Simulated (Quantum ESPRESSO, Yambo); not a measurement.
# Excitons of CdTe (F-43m) on ever denser meshes, part 2 of 3

Aim: follow the lowest exciton of CdTe (F-43m) as the mesh is refined.

Quantum ESPRESSO 7.5 and Yambo 5.3.0; PBE and many-body steps on it, plane waves. Known limits of the many-body steps: not at the basis limit; mesh may overstate the screening; no spin-orbit coupling in some runs; coarse k mesh; bindings not settled in the k mesh.

So far. Step 4 (Screening and self-energy, 4×4×4 mesh, 122 bands …): The gap on the mesh goes from 0.77 eV to 1.53 eV, a correction of +0.76 eV. Step 5 (Empty states on the mesh, 4×4×4 mesh, 74 bands): On this mesh the gap is 0.504 eV.

### 7. Excitons

Light makes an electron and a hole together. The Bethe-Salpeter equation adds their screened attraction and their exchange, in a window of bands around the gap.

This step: Bethe-Salpeter equation on PBE with a scissors shift with spin-orbit coupling, plane waves, norm-conserving pseudopotentials.

File bse3.in:

```
optics
bss
bse
em1s
dipoles
rim_cut
RandQpts= 1000000
RandGvec= 1 RL
Chimod= "HARTREE"
BSKmod= "SEX"
BSEmod= "resonant"
BSSmod= "d"
BSENGexx= 20 Ry
BSENGBlk= 4 Ry
% BSEQptR
 1 | 1 |
%
% BSEBands
 39 | 46 |
%
% BEnRange
 0 | 3 | eV
%
% BDmRange
 0.1 | 0.1 | eV
%
BEnSteps= 61
% BLongDir
 1 | 0 | 0 |
%
% BndsRnXs
 27 | 74 |
%
NGsBlkXs= 4 Ry
% LongDrXs
 1 | 1 | 1 |
%
% KfnQP_E
 0.762 | 1.0 | 1.0 |
%
WRbsWF
FFTGvecs= 42 Ry
```

Launch:

```
OMP_NUM_THREADS=2 mpirun -n 2 yambo -F bse3.in -J bse3 -C bse3 > bse3.log
```

Output:

```text
 Yambo, version 5.3.0

 [02] CORE Variables Setup
 =========================

  [... cell, symmetries and grids as in the set-up ...]

  [02.05] Energies & Occupations
  ==============================

  [X] === General ===
  [X] Electronic Temperature                        :  0.000000  0.000000 [eV K]
  [X] Bosonic    Temperature                        :  0.000000  0.000000 [eV K]
  [X] Finite Temperature mode                       : no
  [X] El. density                                   :  0.64683E+24 [cm-3]
  [X] Fermi Level                                   :  8.554281 [eV]

  [X] === Gaps and Widths ===
  [X] Conduction Band Min                           :  0.503959 [eV]
  [X] Valence Band Max                              :  0.000000 [eV]
  [X] Filled Bands                                  :   44
  [X] Empty Bands                                   :   45   74
  [X] Direct Gap                                    :  0.503959 [eV]
  [X] Direct Gap localized at k                     :  1
  [X] Indirect Gap                                  :  0.503959 [eV]
  [X] Indirect Gap between kpts                     :  1  1
  [X] Last valence band width                       :  2.405462 [eV]
  [X] 1st conduction band width                     :  3.251696 [eV]

 [03] Transferred momenta grid and indexing
 ==========================================

 [BZ sampling] Q-grid is User defined and/or read from the database

 IBZ Q-points                                      :   8
 BZ  Q-points                                      :   64

 K/Q-points units:
 rlu = crystal or reduced units; cc = cartesian coordinates; iku = interal k-units

 Q [1]          [rlu]:  0.000000  0.000000  0.000000
 Q [2]          [rlu]: -0.71308E-17 -0.71308E-17  0.25000
 Q [3]          [rlu]:  0.14262E-16  0.14262E-16 -0.50000
 Q [4]          [rlu]: -0.21313E-17  0.25000      0.25000
 Q [5]          [rlu]: -0.78397E-17  0.25000      0.50000
 Q [6]          [rlu]:  0.14262E-16  0.25000     -0.25000
 Q [7]          [rlu]:  0.42627E-17 -0.50000     -0.50000
 Q [8]          [rlu]:  0.250000 -0.500000 -0.250000

  [03.01] X + BSE indexes
  =======================

   [03.01.01] Sigma indexes
   ========================

 [04] Coloumb potential Random Integration (RIM)
 ===============================================

  [04.01] RIM initialization
  ==========================

  * Diagonal components only detected *

  8 x (sBL volume)        :  0.067544 [a.u.]
  sBZ random points       :  1000000
  Points outside the sBZ  :   7968281
  RL volume               :  0.540354 [a.u.]
  Integrated volume       :  0.542504 [a.u.]

  [04.02] RIM integrals
  =====================

  Gamma point sphere radius             :  0.073872 [a.u.]
  Points outside the sphere             :   800476
  [Int_sBZ(q=0) 1/q^2]*(Vol_sBZ)^(-1/3) =:  7.776341
                                 should be <:  7.795600

  Summary of Coulomb integrals for non-metallic bands |Q|[au] RIM/Bare

  Q [1] 0.100000E-4 0.997530 * Q [2] 0.222181 1.068569
  Q [4] 0.256552 1.068679 * Q [6] 0.362820 1.030574
  Q [5] 0.425444 1.023203 * Q [3] 0.444362 1.020753
  Q [7] 0.513105 1.016896 * Q [8] 0.573668 1.013852

 [05] External/Internal QP corrections
 =====================================

 [QP_apply] Action to be applied: USER defined scissor

  [05.01]  QP corrections report
  ==============================

  [K+QP] === General ===
  [K+QP] Electronic Temperature                     :  0.000000  0.000000 [eV K]
  [K+QP] Bosonic    Temperature                     :  0.000000  0.000000 [eV K]
  [K+QP] Finite Temperature mode                    : no
  [K+QP] El. density                                :  0.64683E+24 [cm-3]
  [K+QP] Fermi Level                                :  0.000000 [eV]

  [K+QP] === Gaps and Widths ===
  [K+QP] Conduction Band Min                        :  1.265959 [eV]
  [K+QP] Valence Band Max                           :  0.000000 [eV]
  [K+QP] Filled Bands                               :   44
  [K+QP] Empty Bands                                :   45   74
  [K+QP] Direct Gap                                 :  1.265959 [eV]
  [K+QP] Direct Gap localized at k                  :  1
  [K+QP] Indirect Gap                               :  1.265959 [eV]
  [K+QP] Indirect Gap between kpts                  :  1  1
  [K+QP] Last valence band width                    :  2.405462 [eV]
  [K+QP] 1st conduction band width                  :  3.251696 [eV]

  [coarse-grid] Minimum Bare Gap        [ev]:  0.503959
  [coarse-grid] Minimum Gap Correction  [ev]:  0.762000

  Eqp @ K [1]
  -158.8374 -158.8374 -115.6552 -115.6552 -105.9475 -105.9475 -105.9475 -105.9475
  -102.3795 -102.3795  -67.4845  -67.4845  -61.6643  -61.6643  -61.6643  -61.6643
  -37.12204 -37.12204 -37.12204 -37.12204 -35.66174 -35.66174 -35.65657 -35.65657
  -35.65657 -35.65657 -11.43743 -11.43743  -8.85683  -8.85683  -8.85683  -8.85683
  -8.322128 -8.322127 -8.107719 -8.107719 -8.107719 -8.107718 -0.859117 -0.859115
  -0.306805E-5 -0.123786E-5 -0.108527E-5   0.00000      1.26596      1.26596      4.86844      4.86844
[...]
21.38027  21.38028
  Eqp @ K [2]
[...]
20.53049  20.53049
  Eqp @ K [3]
[...]
19.40472  19.40472
  Eqp @ K [4]
[...]
18.20104  18.20105
  Eqp @ K [5]
[...]
18.27952  18.31129
  [... 2 further k-points ...]
  Eqp @ K [8]
[...]
5.96483   6.15294   6.79202   6.82583   9.95656  10.35408  11.69491  11.70661
   11.86269  11.92596  12.05383  12.14421  14.22934  14.28951  15.31413  15.46050
   15.74266  15.74321  15.82604  15.88135  16.49865  16.58713  17.64749  17.65442
   17.93492  17.96354

 [06] Dipoles
 ============

  [06.01] Setup: observables and procedures
  =========================================

  [WARNING] [x,Vnl] slows the Dipoles computation. To neglect it rename the ns.kb_pp file

  [WARNING] [r,Vnl^pseudo] included in position and velocity dipoles.

  [WARNING] In case H contains other non local terms, these are neglected

 [07] Static Dielectric Matrix
 =============================

 [WR./bse3//ndb.em1s]------------------------------------------------------------
  Brillouin Zone Q/K grids (IBZ/BZ)                :    8   64    8   64
  RL vectors                                       :  2109 [WF]
  Coulomb cutoff potential                         : none
  Electronic Temperature                           :  0.000000 [K]
  Bosonic    Temperature                           :  0.000000 [K]
  Static diel. fun.  energies                      : Perdew, Burke & Ernzerhof(X)+Perdew, Burke & Ernzerhof(C)
  wavefunctions                                    : Perdew, Burke & Ernzerhof(X)+Perdew, Burke & Ernzerhof(C)
  Global Gauge                                     : length
  X matrix size                                    :   65
  X band range                                     :   27   74
  X e/h energy range                               : -1.000000 -1.000000 [eV]
  X Time ordering                                  : T
  X Hxc Kernel                                     : HARTREE
  X Drude frequency                                :  0.000000  0.000000
  X poles                                          :  100.0000 [o/o]
  RL vectors in the sum                            :  2109
  [r,Vnl] included                                 : yes
  Field direction                                  :  0.577350E-5  0.577350E-5  0.577350E-5
  BZ energy Double Grid                            : no
  BZ energy DbGd points                            : 0
  BZ Q point size factor                           : -1.000000
  X Optical Averaged directions                    : none

 [08] Bethe Salpeter Equation driver
 ===================================

  [08.01] Bethe Salpeter Equation @q1
  ===================================

   [08.01.01] Transition pre-analysis @q1
   ======================================

   [08.01.02] Transition Groups build-up @q1
   =========================================

   [BSK] Transition groups (total):  16
   [BSK] Size (resonant):   768
   [BSK]         (total):   768
   [BSK] N. of matrices :  1

   [08.01.03] Loading Dipoles @q1
   ==============================

   [08.01.04] Independent Particles properties @q1
   ===============================================

   ==========================================================

   [BSE] Exchange components :   725
   [BSE] Correlation components :   65  283

    [08.01.05.01] Screened interaction header I/O
    =============================================

    [08.01.05.02] Main kernel loop
    ==============================

    [08.01.05.03] Wave-Function Phases
    ==================================

    [BSE] WF phases found       :  37.04427 [o/o]

   [08.01.06] BSE solver(s) @q1
   ============================

   [08.01.07] Diago Solver @q1
   ===========================

 [11] Game Over & Game summary
```

The job ended after 18 s (2 MPI ranks of Arm Neoverse V1, shared host; peak memory 0.66 GiB; 61 s of CPU time).

This step gave:

* transitions in the window: 768
* direct gap of the transition levels: 1.266 eV
* lowest state: 1.210 eV
* first strong exciton (over a fiftieth of the strongest listed): 1.219 eV
* binding of the lowest state below the direct gap: 0.05604 eV
* Coulomb term of one mesh cell: 0.05581 eV

The binding is 1.0 times the screened Coulomb term of one mesh cell (0.06 eV), so it is not shown settled.

The lowest state lies at 1.210 eV, 0.056 eV under the direct gap.

Lines within 3 meV are set at the lowest of them, and the highest group, which the list may cut short, is left out. Exciton lines, with heights relative to the strongest:

```csv
position (eV),lines merged,"strength, relative"
1.210,5,0.0
1.219,3,100
2.066,1,0.0
2.071,3,7.5
2.771,2,0.0
2.775,3,0.0
2.798,3,28
```

Field along x; broadening 0.1 eV; transition window only. Limits: finite bands, cutoff and mesh; mesh may overstate the screening; exciton not shown settled in the k mesh. The ε₂ by photon energy; read off at these points:

```csv
photon energy (eV),BSE,no electron-hole interaction
0.00,0.842,0.726
0.10,0.985,0.844
0.15,1.07,0.915
0.25,1.29,1.09
0.30,1.42,1.19
0.40,1.76,1.46
0.50,2.24,1.84
0.55,2.57,2.09
0.65,3.47,2.76
0.75,4.98,3.85
0.80,6.14,4.65
0.90,10.1,7.26
0.95,13.6,9.46
1.05,28.8,18.2
1.15,74.8,43.6
1.20,107,71.2
1.30,67.0,91.5
1.40,26.3,36.7
1.45,17.9,23.6
1.55,9.85,11.7
1.60,7.82,8.88
1.70,5.54,5.78
1.80,4.65,4.35
1.85,4.64,4.02
1.95,6.03,4.10
2.05,10.3,6.06
2.10,9.93,7.75
2.20,5.39,5.79
2.25,4.32,4.27
2.35,3.66,2.99
2.45,4.10,2.78
2.50,4.76,2.90
2.60,7.84,3.64
2.70,17.4,5.61
2.75,26.9,7.67
2.80,32.9,11.3
2.85,26.7,17.5
2.90,17.9,25.3
3.00,10.4,22.2
```

### 8. Empty states on the mesh, 6×6×6 mesh, 74 bands

This step: Quantum ESPRESSO 7.5; DFT, PBE with spin-orbit coupling, plane waves, norm-conserving pseudopotentials.

File pw.in:

```
&control
  calculation = 'nscf'
  prefix = 'x'
  outdir = 'o'
  pseudo_dir = 'pseudo'
/
&system
  ibrav = 0
  nat = 2
  ntyp = 2
  ecutwfc = 94.0
  nbnd = 74
  force_symmorphic = .true.
  noncolin = .true.
  lspinorb = .true.
/
&electrons
  conv_thr = 1e-9
  electron_maxstep = 80
  diago_full_acc = .true.
  diago_thr_init = 5e-6
/
ATOMIC_SPECIES
  Cd 112.41 Cd.upf
  Te 127.6 Te.upf
CELL_PARAMETERS angstrom
  0.0000000000 3.2400000000 3.2400000000
  3.2400000000 0.0000000000 3.2400000000
  3.2400000000 3.2400000000 0.0000000000
ATOMIC_POSITIONS crystal
  Cd 0.0000000000 0.0000000000 0.0000000000
  Te 0.2500000000 0.2500000000 0.2500000000
K_POINTS automatic
  6 6 6 0 0 0
```

Launch:

```
OMP_NUM_THREADS=1 mpirun -n 4 pw.x -nk 4 -in pw.in > pw.out
```

Output:

```text
[banner, memory and clock lines left out]
Program PWSCF v.7.5 starts

     Atomic positions and unit cell read from directory:
     o/x.save/

     Message from routine setup:
     using ibrav=0 with symmetry is DISCOURAGED, use correct ibrav instead

     G-vector sticks info

     bravais-lattice index     =            0
     lattice parameter (alat)  =       8.6588  a.u.
     unit-cell volume          =     459.0517 (a.u.)^3
     number of atoms/cell      =            2
     number of atomic types    =            2
     number of electrons       =        44.00
[...]
-150.2832-150.2832-107.1009-107.1009 -97.3932 -97.3932 -97.3932 -97.3932
[...]
28.1352  28.1352

          k = 0.2357 0.2357-0.2357 (  7072 PWs)   bands (ev):

  -150.2832-150.2832-107.1009-107.1009 -97.3932 -97.3932 -97.3932 -97.3932
[...]
17.2639  17.2776  20.5526  20.5526  22.1300  22.1300  22.2428  22.2530
    22.8885  22.8885  23.1954  23.1954  23.2392  23.2643  25.7708  25.7708
    28.5348  28.5348

          k =-0.3536-0.3536 0.3536 (  7120 PWs)   bands (ev):

     [... further k-points ...]

     highest occupied, lowest unoccupied level (ev):     8.5543    9.0582

     XML data file, pseudopotentials, collected wavefunctions
```

Elapsed: 33 s, on 4 MPI ranks; peak memory 0.65 GiB; 2.2 min of CPU time.

This step gave:

```
gap                                                           : 0.5040 eV
k of the valence top                                          : 0, 0, 0
k of the conduction bottom                                    : 0, 0, 0
least direct gap                                              : 0.5040 eV
k points computed                                             : 16
lowest point of the top converged band, above the valence top : 16.04 eV
```

On this mesh the gap is 0.504 eV.

### 9. Conversion and set-up

This step: Yambo 5.3.0; conversion and set-up on PBE with spin-orbit coupling, plane waves, norm-conserving pseudopotentials.

Launch:

```
(cd o/x.save; p2y > p2y.log; mv SAVE ../..); yambo > setup.log
```

Output:

```text
 Yambo, version 5.3.0

 [02] CORE Variables Setup
 =========================

  [02.01] Unit cells
  ==================

  Cell kind             :  FCC
  Atoms in the cell     :  Cd  Te
  number of Cd atoms    :  1
  number of Te atoms    :  1

  List of atomic masses
  Mass of Cd    :  112.4100
  Mass of Te    :  127.6000

  List of atomic coordinates    : [cc]
  Cd1       :  0.000000  0.000000  0.000000  order 1
  Te1       :  3.061356  3.061356  3.061356  order 2

  Alat factors          :  6.122713  6.122713  6.122713 [a.u.]
  Direct lattice volume :  459.0517 [a.u.]
[...]
Q [ 1]         [rlu]:  0.000000  0.000000  0.000000
 Q [ 2]         [rlu]: -0.71869E-18 -0.71869E-18  0.16667
 Q [ 3]         [rlu]: -0.14374E-17 -0.14374E-17  0.33333
[...]
Q [ 8]         [rlu]:  0.68355E-16  0.16667     -0.33333
 Q [ 9]         [rlu]:  0.14374E-17  0.16667     -0.16667
 Q [10]         [rlu]: -0.28418E-17  0.33333      0.33333
     [... 4 further rows ...]
 Q [15]         [rlu]:  0.166667  0.333333 -0.333333
 Q [16]         [rlu]:  0.166667 -0.500000 -0.333333

  [03.01] X indexes
  =================

   [03.01.01] Sigma indexes
   ========================

 [06] Game Over & Game summary
```

It took 4.8 s on 1 MPI rank; peak memory 0.26 GiB.

### 10. k mesh (6×6×6)

This step: Bethe-Salpeter equation on PBE with a scissors shift with spin-orbit coupling, plane waves, norm-conserving pseudopotentials.

bse5.in, as its differences from bse3.in of step 7:

```diff
@@ -18,3 +18,3 @@
 % BSEBands
- 39 | 46 |
+ 41 | 46 |
 %
```

Launch:

```
OMP_NUM_THREADS=2 mpirun -n 2 yambo -F bse5.in -J bse5 -C bse5 > bse5.log
```

Output:

```text
 Yambo, version 5.3.0

 [02] CORE Variables Setup
 =========================

  [... cell, symmetries and grids as in the set-up ...]

  [02.05] Energies & Occupations
  ==============================

  [X] === General ===
  [X] Electronic Temperature                        :  0.000000  0.000000 [eV K]
  [X] Bosonic    Temperature                        :  0.000000  0.000000 [eV K]
  [X] Finite Temperature mode                       : no
  [X] El. density                                   :  0.64683E+24 [cm-3]
  [X] Fermi Level                                   :  8.554281 [eV]

  [X] === Gaps and Widths ===
  [X] Conduction Band Min                           :  0.503959 [eV]
  [X] Valence Band Max                              :  0.000000 [eV]
  [X] Filled Bands                                  :   44
  [X] Empty Bands                                   :   45   74
  [X] Direct Gap                                    :  0.503959 [eV]
  [X] Direct Gap localized at k                     :  1
  [X] Indirect Gap                                  :  0.503959 [eV]
  [X] Indirect Gap between kpts                     :  1  1
  [X] Last valence band width                       :  2.290929 [eV]
  [X] 1st conduction band width                     :  2.797751 [eV]

 [03] Transferred momenta grid and indexing
 ==========================================

 [BZ sampling] Q-grid is User defined and/or read from the database

 IBZ Q-points                                      :  16
 BZ  Q-points                                      :  216

 K/Q-points units:
 rlu = crystal or reduced units; cc = cartesian coordinates; iku = interal k-units

 Q [ 1]         [rlu]:  0.000000  0.000000  0.000000
 Q [ 2]         [rlu]: -0.71869E-18 -0.71869E-18  0.16667
[...]
Global Gauge                                     : length
  X matrix size                                    :   65
  X band range                                     :   27   74
  X e/h energy range                               : -1.000000 -1.000000 [eV]
  X Time ordering                                  : T
  X Hxc Kernel                                     : HARTREE
  X Drude frequency                                :  0.000000  0.000000
  X poles                                          :  100.0000 [o/o]
  RL vectors in the sum                            :  2109
  [r,Vnl] included                                 : yes
  Field direction                                  :  0.577350E-5  0.577350E-5  0.577350E-5
  BZ energy Double Grid                            : no
  BZ energy DbGd points                            : 0
  BZ Q point size factor                           : -1.000000
  X Optical Averaged directions                    : none

 [08] Bethe Salpeter Equation driver
 ===================================

  [08.01] Bethe Salpeter Equation @q1
  ===================================

   [08.01.01] Transition pre-analysis @q1
   ======================================

   [08.01.02] Transition Groups build-up @q1
   =========================================

   [BSK] Transition groups (total):   32
   [BSK] Size (resonant):  1728
   [BSK]         (total):  1728
   [BSK] N. of matrices :  1

   [08.01.03] Loading Dipoles @q1
   ==============================

   [08.01.04] Independent Particles properties @q1
   ===============================================

   ==========================================================

   [BSE] Exchange components :   725
   [BSE] Correlation components :   65  283

    [08.01.05.01] Screened interaction header I/O
    =============================================

    [08.01.05.02] Main kernel loop
    ==============================

    [08.01.05.03] Wave-Function Phases
    ==================================

    [BSE] WF phases found       :  55.51215 [o/o]

   [08.01.06] BSE solver(s) @q1
   ============================

   [08.01.07] Diago Solver @q1
   ===========================

 [11] Game Over & Game summary
```

The job ended after 1.8 min (2 MPI ranks; peak memory 0.77 GiB).

Numbers from this step:

```yaml
transitions_in_the_window: 1728
direct_gap_of_the_transition_levels: 1.266 eV
lowest_state: 1.190 eV
first_strong_exciton_over_a_fiftieth_of_the_strongest_listed: 1.193 eV
binding_of_the_lowest_state_below_the_direct_gap: 0.07600 eV
coulomb_term_of_one_mesh_cell: 0.08910 eV
```

The binding is 0.85 times the screened Coulomb term of one mesh cell (0.09 eV), so it is not shown settled.

The lowest state lies at 1.190 eV, 0.076 eV under the direct gap.

Field along x; broadening 0.1 eV; transition window only. Limits: finite bands, cutoff and mesh; exciton not shown settled in the k mesh. ε₂ against photon energy; read off at these points:

```csv
photon energy (eV),BSE,no electron-hole interaction
0.00,0.303,0.249
0.10,0.351,0.285
0.15,0.380,0.307
0.25,0.452,0.361
0.30,0.497,0.393
0.40,0.611,0.475
0.50,0.775,0.589
0.55,0.885,0.664
0.65,1.20,0.868
0.75,1.72,1.19
0.80,2.13,1.43
0.90,3.58,2.21
0.95,4.92,2.86
1.05,11.0,5.45
1.15,28.0,13.0
1.20,32.9,21.2
1.30,15.6,27.2
1.40,6.48,11.0
1.45,4.59,7.07
1.55,2.71,3.55
1.60,2.21,2.72
1.70,1.63,1.79
1.80,1.36,1.34
1.85,1.29,1.21
1.95,1.26,1.06
2.05,1.38,1.02
2.10,1.52,1.04
2.20,2.06,1.18
2.25,2.58,1.32
2.35,4.94,1.90
2.45,11.3,3.47
2.50,12.8,5.23
2.60,7.08,9.42
2.70,5.01,5.47
2.75,5.39,4.20
2.85,9.59,3.97
2.90,14.1,4.85
3.00,17.1,9.94
```

The window of bands is narrower than in the first exciton run, so this row is not like for like with it.

(Continued in part 3 of 3.)

[Paths, hosts, dates, memory and timing lines, banners, echoed tables and standing remarks are left out of the program output.]

[Logs are printed without paths, hosts, clocks, repeated set-up lines and the standing remarks that a program may print on its own settings, such as how far it seeks lower states.]

[Runs of the session that timed out or met a known fault of the program may be left out.]

[Hosts, paths, dates, database ids (printed as entryN), source tags and the programs' standing remarks are cut or masked in the printed files.]
